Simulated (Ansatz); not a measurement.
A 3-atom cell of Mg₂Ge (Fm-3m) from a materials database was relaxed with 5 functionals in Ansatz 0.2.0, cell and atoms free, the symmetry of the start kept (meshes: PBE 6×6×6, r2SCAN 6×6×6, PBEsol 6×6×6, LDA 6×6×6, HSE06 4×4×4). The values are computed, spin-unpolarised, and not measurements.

The r2SCAN result:
```cif
data_structure
_symmetry_space_group_name_H-M 'P 1'
_symmetry_Int_Tables_number 1
_cell_length_a 4.5016
_cell_length_b 4.5016
_cell_length_c 4.5016
_cell_angle_alpha 60.000
_cell_angle_beta 60.000
_cell_angle_gamma 60.000
_cell_volume 64.50
loop_
_atom_site_label
_atom_site_type_symbol
_atom_site_fract_x
_atom_site_fract_y
_atom_site_fract_z
_atom_site_occupancy
Mg1 Mg 0.75000 0.75000 0.75000 1
Mg2 Mg 0.25000 0.25000 0.25000 1
Ge1 Ge 0.00000 0.00000 0.00000 1
```

Space group Fm-3m (No. 225), cubic; a = 6.366 Å in the conventional setting, 21.50 Å³ an atom. Mg is surrounded by 4 Ge at 2.76 Å; Ge is surrounded by 8 Mg at 2.76 Å.

Task: What lattice does LDA give?

Result: a = 6.284 Å; the volume differs by -3.8 % from r2SCAN's. Mg is surrounded by 4 Ge at 2.72 Å; Ge is surrounded by 8 Mg at 2.72 Å.

Task: How does the cell change with PBEsol?

Result: a = 6.362 Å; the volume differs by -0.2 % from r2SCAN's. Mg has 4 Ge at 2.75 Å; Ge has 8 Mg at 2.75 Å.

Task: Held at the r2SCAN cell, what mean stress do LDA and PBE find, and does its sign point to their own minimum?

Result: Yes. LDA -1.99 GPa, and its relaxed volume is -3.8 % from r2SCAN's; PBE +1.35 GPa, and its relaxed volume is +2.5 % from r2SCAN's. Compression counts positive, so a positive stress asks for a larger cell.
